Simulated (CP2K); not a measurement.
**GaN in CP2K: the effect of functional**

Crystal: GaN.

```
Ga N
1.0
     3.18693    0.00000    0.00000
     1.59347    2.75996    0.00000
     1.59347    0.91999    2.60212
Ga N
1 1
Direct
  0.00000 0.00000 0.00000
  0.25000 0.25000 0.25000
```

The cell is a database's computed one.

Alike in all runs:

- Program: CP2K 2026.2
- Task: single point
- Potentials or basis: POTENTIAL_UZH Ga GTH-PBE-q13, N GTH-PBE-q5; TZVP-MOLOPT-PBE-GTH basis
- Density cutoff: 9184 eV
- k mesh: 10 × 10 × 10
- Occupations: fermi-dirac, width 0.05 eV
- Spin: no spin polarisation

```tsv
functional	gap on the mesh (eV)	pressure (GPa)
LDA	?	?
BEEF-vdW	1.84	8.3
vdW-DF-cx	1.60	3.3
AM05	1.62	1.7
M06-L	1.84	6.4
```

Problem. What does the run with functional LDA give?

Solution. gap on the mesh 1.52 eV; pressure -1.2 GPa.

Caveats: the potentials were made for another functional, which shifts forces and pressure; the basis of atomic orbitals isn't converged, which shifts pressures, moduli and gaps.

Runs at the PBE level aren't shown here.
